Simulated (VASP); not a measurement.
# CaO (P6_3/mmc) in VASP: single point with LDA

Aim: the single point of CaO with LDA.

All numbers are computed with VASP 6.6.1; they aren't measurements. Logs are shortened: lines on timing, memory, paths and dates and some standing lists are left out, and cuts for length are marked.

## (1) The structure

The structure is hexagonal, space group P6_3/mmc (No. 194). The conventional cell has a = 3.992 Å, b = 3.992 Å, c = 4.785 Å, α = 90.00°, β = 90.00°, γ = 120.00°. Ca (site symmetry -6m2) has 5 O at 2.30 to 2.39 Å as nearest neighbours. Around O (site symmetry -6m2) lie 5 Ca at 2.30 to 2.39 Å.

The cell comes from a database or a generator and needn't be the stable form of this composition.

## (2) Single point, LDA

File INCAR:

```
SYSTEM = CaO
  PREC = Accurate
  ENCUT = 520
  EDIFF = 1E-7
  ISMEAR = 0
  SIGMA = 0.1
  LREAL = .FALSE.
  LASPH = .TRUE.
  NELM = 60
  ALGO = Fast
  ISIF = 2
  LWAVE = .FALSE.
  LCHARG = .TRUE.
  LELF = .TRUE.
  LVHAR = .TRUE.
  NBANDS = 24
```

File KPOINTS:

```
Automatic mesh
0
G
  6 6 4
  0 0 0
```

File POSCAR:

```
CaO
1.0
    3.9919758245      0.0000000000      0.0000000000
   -1.9959879122      3.4571524753      0.0000000000
    0.0000000000      0.0000000000      4.7848400100
Ca O
2 2
Direct
    0.3333333300      0.6666666700      0.7500000000
    0.6666666700      0.3333333300      0.2500000000
    0.3333333300      0.6666666700      0.2500000000
    0.6666666700      0.3333333300      0.7500000000
```

Potentials or basis: VASP PAW LDA potentials, release 64 (Ca_sv, O).

Command:

```
$ cat potpaw_LDA.64/Ca_sv/POTCAR potpaw_LDA.64/O/POTCAR > POTCAR
$ mpirun -np 1 vasp_std > vasp.out
```

OUTCAR:

```text
SYSTEM = CaO
   PREC = Accurate
   ENCUT = 520
   EDIFF = 1E-7
   ISMEAR = 0
   LREAL = .FALSE.
   LASPH = .TRUE.
   NELM = 60
   ISIF = 2

 ion  position               nearest neighbor table
   1  0.333  0.667  0.750-   4 2.30   4 2.30   4 2.30   3 2.39   3 2.39
   2  0.667  0.333  0.250-   3 2.30   3 2.30   3 2.30   4 2.39   4 2.39
   3  0.333  0.667  0.250-   2 2.30   2 2.30   2 2.30   1 2.39   1 2.39
   4  0.667  0.333  0.750-   1 2.30   1 2.30   1 2.30   2 2.39   2 2.39

  LATTYP: Found a hexagonal cell.
 ALAT       =     3.9919758245
 C/A-ratio  =     1.1986144757

  Lattice vectors:

 A1 = (   3.9919758245,   0.0000000000,   0.0000000000)
 A2 = (  -1.9959879122,   3.4571524753,   0.0000000000)
 A3 = (   0.0000000000,   0.0000000000,   4.7848400100)

Analysis of symmetry for initial positions (statically):
=====================================================================
 Subroutine PRICEL returns:
 Original cell was already a primitive cell.

 Routine SETGRP: Setting up the symmetry group for a
 hexagonal supercell.

 Subroutine GETGRP returns: Found 24 space group operations
 (whereof 12 operations were pure point group operations)
 out of a pool of 24 trial point group operations.

The static configuration has the point symmetry D_3d.
 The point group associated with its full space group is D_6h.

Analysis of symmetry for dynamics (positions and initial velocities):
=====================================================================
 Subroutine PRICEL returns:
 Original cell was already a primitive cell.

 Routine SETGRP: Setting up the symmetry group for a
 hexagonal supercell.

 Subroutine GETGRP returns: Found 24 space group operations
 (whereof 12 operations were pure point group operations)
 out of a pool of 24 trial point group operations.

The dynamic configuration has the point symmetry D_3d.
 The point group associated with its full space group is D_6h.

 Subroutine INISYM returns: Found 24 space group operations
 (whereof 12 operations are pure point group operations),
 and found     1 'primitive' translations

----------------------------------------------------------------------------------------

                                     Primitive cell

  volume of cell :      66.0350

  direct lattice vectors                    reciprocal lattice vectors
     3.991975824  0.000000000  0.000000000     0.250502519  0.144627697  0.000000000
    -1.995987912  3.457152475  0.000000000     0.000000000  0.289255394  0.000000000
     0.000000000  0.000000000  4.784840010     0.000000000  0.000000000  0.208993404

  length of vectors
     3.991975824  3.991975824  4.784840010     0.289255394  0.289255394  0.208993404

  position of ions in fractional coordinates (direct lattice)
     0.333333330  0.666666670  0.750000000
     0.666666670  0.333333330  0.250000000
     0.333333330  0.666666670  0.250000000
     0.666666670  0.333333330  0.750000000

  ion indices of the primitive-cell ions
   primitive index   ion index
                 1           1
                 2           2
                 3           3
                 4           4

----------------------------------------------------------------------------------------

 KPOINTS: Automatic mesh

Automatic generation of k-mesh.
 Grid dimensions read from file:
 generate k-points for:    6    6    4

 Generating k-lattice:

  Cartesian coordinates                     Fractional coordinates (reciprocal lattice)
     0.041750420  0.024104616  0.000000000     0.166666667  0.000000000  0.000000000
     0.000000000  0.048209232  0.000000000     0.000000000  0.166666667  0.000000000
     0.000000000  0.000000000  0.052248351     0.000000000  0.000000000  0.250000000

  Length of vectors
     0.048209232  0.048209232  0.052248351

  Shift w.r.t. Gamma in fractional coordinates (k-lattice)
     0.000000000  0.000000000  0.000000000

 Subroutine IBZKPT returns following result:
 ===========================================

 Found     21 irreducible k-points:

 Following reciprocal coordinates:
            Coordinates               Weight
  0.000000  0.000000  0.000000      1.000000
  0.166667  0.000000  0.000000      6.000000
  0.333333 -0.000000  0.000000      6.000000
  0.500000  0.000000  0.000000      3.000000
  0.166667  0.166667  0.000000      6.000000
  0.333333  0.166667  0.000000     12.000000
[... 13 lines left out ...]
  0.333333  0.166667  0.500000     12.000000
  0.333333  0.333333  0.500000      2.000000
   k-points           NKPTS =     21   k-points in BZ     NKDIM =     21   number of bands    NBANDS=     24
   number of dos      NEDOS =    301   number of ions     NIONS =      4
   total plane-waves  NPLWV =  32400
   dimension x,y,z NGX =    30 NGY =   30 NGZ =   36
   dimension x,y,z NGXF=    60 NGYF=   60 NGZF=   72
   ions per type =               2   2
   NGX,Y,Z   is equivalent  to a cutoff of  12.49, 12.49, 12.51 a.u.
   NGXF,Y,Z  is equivalent  to a cutoff of  24.99, 24.99, 25.02 a.u.
 SYSTEM =  CaO
   PREC   = accura    normal or accurate (medium, high low for compatibility)
   ISTART =      0    job   : 0-new  1-cont  2-samecut
   ICHARG =      2    charge: 1-file 2-atom 10-const
   ISPIN  =      1    spin polarized calculation?
   LNONCOLLINEAR =      F non collinear calculations
   LSORBIT =      F    spin-orbit coupling
   LASPH  =      T    aspherical Exc in radial PAW
   ENCUT  =  520.0 eV  38.22 Ry    6.18 a.u.   7.42  7.42  8.90*2*pi/ulx,y,z
   NELM   =     60;   NELMIN=  2; NELMDL= -5     # of ELM steps
   EDIFF  = 0.1E-06   stopping-criterion for ELM
   LREAL  =      F    real-space projection
   EDIFFG = 0.1E-05   stopping-criterion for IOM
   NSW    =      0    number of steps for IOM
   IBRION =     -1    ionic relax: 0-MD 1-quasi-New 2-CG
   NFREE  =      0    steps in history (QN), initial steepest desc. (CG)
   ISIF   =      2    stress and relaxation
   ISYM   =      2    0-nonsym 1-usesym 2-fastsym
   POTIM  = 0.5000    time-step for ionic-motion
   TEBEG  =    0.0;   TEEND  =   0.0 temperature during run
   PSTRESS=    0.0 pullay stress
   NELECT =      32.0000    total number of electrons
   NUPDOWN=      -1.0000    fix difference up-down
   EMIN   =  10.00;   EMAX   =-10.00  energy-range for DOS
   EFERMI =   0.00;   METHOD = LEGACY
   ISMEAR =     0;   SIGMA  =   0.10  broadening in eV -4-tet -1-fermi 0-gaus
   EFERMI_NEDOS =   21; number of points for ismear=-14 and -15
   IALGO  =     68    algorithm
   IMIX   =      4    mixing-type and parameters
     AMIX     =   0.40;   BMIX     =  1.00
     AMIX_MAG =   1.60;   BMIX_MAG =  1.00
  volume/ion in A,a.u.               =      16.51       111.41
  Fermi-wavevector in a.u.,A,eV,Ry     =   1.285879  2.429960 22.497037  1.653486
  Thomas-Fermi vector in A             =   2.417987
   LORBIT       =      0    0 simple, 1 ext, 2 COOP (PROOUT), +10 PAW based schemes
   GGA     = CA    functional components
   LHFCALC =     F    Hartree Fock is set to
   AEXX    =    0.0000 exact exchange contribution
   IVDW    =     0    specifies the selected vdW correction
   LEPSILON=     F    determine dielectric tensor
   LRPA    =     F    only Hartree local field effects (RPA)
 non-spin polarized calculation
 RMM-DIIS sequential band-by-band and
 Gauss-broadening in eV      SIGMA  =   0.10
  energy-cutoff  :      520.00
  volume of cell :       66.03
 maximum number of plane-waves:      1811
 NGX is ok and might be reduce to    30
   NGX = 15   NGY = 15   NGZ = 17

 number of electron      31.9999991 magnetization

 Free energy of the ion-electron system (eV)
  ---------------------------------------------------
  ext. energy  EPLUGINS =         0.00000000
  ---------------------------------------------------
  free energy    TOTEN  =       -27.93944791 eV

  energy without entropy =      -27.93944791  energy(sigma->0) =      -27.93944791

 E-fermi :   1.5158     XC(G=0):  -9.9578

 val. band max:        0.9909688706   @ k =   0.0000   0.0000   0.0000
 cond. band min:       3.9898173565   @ k =   0.0000   0.0000   0.0000
 fundamental gap:      2.9988484859
 Fermi energy:         1.5157910909

 k-point     1 :       0.0000    0.0000    0.0000
  band No.  band energies     occupation
      1     -36.0965      2.00000
      2     -35.9551      2.00000
      3     -17.7553      2.00000
      4     -17.4945      2.00000
      5     -17.4945      2.00000
      6     -17.2865      2.00000
[... 16 lines left out ...]
     23       9.4515      0.00000
     24       9.4517      0.00000

 k-point     2 :       0.1667    0.0000    0.0000
  band No.  band energies     occupation
      1     -36.0846      2.00000
      2     -35.9600      2.00000
      3     -17.7164      2.00000
      4     -17.6086      2.00000
      5     -17.5184      2.00000
      6     -17.4258      2.00000
[... 16 lines left out ...]
     23       9.0301      0.00000
     24       9.2660      0.00000

 k-point     3 :       0.3333   -0.0000    0.0000
  band No.  band energies     occupation
      1     -36.0561      2.00000
      2     -35.9745      2.00000
      3     -17.8188      2.00000
      4     -17.6646      2.00000
      5     -17.6177      2.00000
      6     -17.5623      2.00000
[... 16 lines left out ...]
     23       9.1253      0.00000
     24       9.3997      0.00000
[... 433 lines left out ...]
 k-point    20 :       0.3333    0.1667    0.5000
  band No.  band energies     occupation
      1     -36.0106      2.00000
      2     -36.0106      2.00000
      3     -18.1694      2.00000
      4     -18.1694      2.00000
      5     -17.4620      2.00000
      6     -17.4620      2.00000
[... 16 lines left out ...]
     23       9.4775      0.00000
     24       9.4783      0.00000

 k-point    21 :       0.3333    0.3333    0.5000
  band No.  band energies     occupation
      1     -36.0087      2.00000
      2     -36.0087      2.00000
      3     -18.2026      2.00000
      4     -18.2026      2.00000
      5     -17.4943      2.00000
      6     -17.4943      2.00000
[... 16 lines left out ...]
     23       9.4843      0.00000
     24       9.4844      0.00000

------------------------ aborting loop because EDIFF is reached ----------------------------------------

  FORCE on cell =-STRESS in cart. coord.  units (eV):
  Direction    XX          YY          ZZ          XY          YZ          ZX
  --------------------------------------------------------------------------------------
  -------------------------------------------------------------------------------------
  Total       -2.0230008     -2.0230008     -2.3270242     -0.0000000     -0.0000000      0.0000000
  in kB      -49.0831898    -49.0831898    -56.4595781     -0.0000000     -0.0000000      0.0000000
  external PRESSURE =     -51.5419859 kB  Pullay stress =       0.0000000 kB

 VOLUME and BASIS-vectors are now :
 -----------------------------------------------------------------------------
  energy-cutoff  :      520.00
  volume of cell :       66.03
      direct lattice vectors                 reciprocal lattice vectors
     3.991975824  0.000000000  0.000000000     0.250502519  0.144627697  0.000000000
    -1.995987912  3.457152475  0.000000000     0.000000000  0.289255394  0.000000000
     0.000000000  0.000000000  4.784840010     0.000000000  0.000000000  0.208993404

 POSITION                                       TOTAL-FORCE (eV/Angst)
 -----------------------------------------------------------------------------------
     -0.00000      2.30477      3.58863        -0.000000      0.000000      0.000000
      1.99599      1.15238      1.19621         0.000000     -0.000000      0.000000
     -0.00000      2.30477      1.19621         0.000000     -0.000000      0.000000
      1.99599      1.15238      3.58863        -0.000000      0.000000      0.000000
 -----------------------------------------------------------------------------------
    total drift:                               -0.000003      0.000001     -0.000000

  FREE ENERGIE OF THE ION-ELECTRON SYSTEM (eV)
  ---------------------------------------------------
  free  energy   TOTEN  =       -27.9394479136 eV

  energy  without entropy=      -27.9394479136  energy(sigma->0) =      -27.93944791
```

It took 58 s on 1 thread of Intel Xeon Platinum 8375C at 2.90GHz (Ice Lake), shared host; peak memory 0.16 GiB.

What came out:

```yaml
Free_energy: -27.9394 eV
Pressure: -5.2 GPa
Band_gap_on_the_k_mesh: 3.00 eV, direct
```
